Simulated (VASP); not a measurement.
BN, 2 atoms in the cell. The structure is orthorhombic, space group Fmm2 (No. 42). The conventional cell has a = 2.490 Å, b = 6.556 Å, c = 4.307 Å, α = 90.00°, β = 90.00°, γ = 90.00°. Around B (site symmetry mm2) lie 3 N at 1.44 Å. N (site symmetry mm2) is surrounded by 3 B at 1.44 Å. Measurements of this composition are mostly on another form, of space group No. 194.

- Program: VASP 6.6.1
- Task: single point
- Functional: LDA
- Potentials or basis: VASP PAW LDA potentials, release 64 (B, N)
- Cutoff: 520 eV
- k mesh: 12 × 12 × 12
- Occupations: gaussian, width 0.02 eV
- Spin: no spin polarisation
- Dipole correction: no
- Further INCAR settings: ALGO = Normal; EDIFF = 1e-06; NBANDS = 11

Potentials or basis: VASP PAW LDA potentials, release 64 (B, N).

The run is started by

```sh
$ cat potpaw_LDA.64/B/POTCAR potpaw_LDA.64/N/POTCAR > POTCAR
$ mpirun -np 1 vasp_std > vasp.out
```

Hardware: 1 thread of Intel(R) Xeon(R) Platinum 8488C (Sapphire Rapids) (shared host).

**Question.** Estimate the wall time of this run.

**Answer.** Run time: 47 s on 1 thread of Intel(R) Xeon(R) Platinum 8488C (Sapphire Rapids), on a shared host, peak memory 0.16 GiB. Counts: scf iterations 12, k points 280.
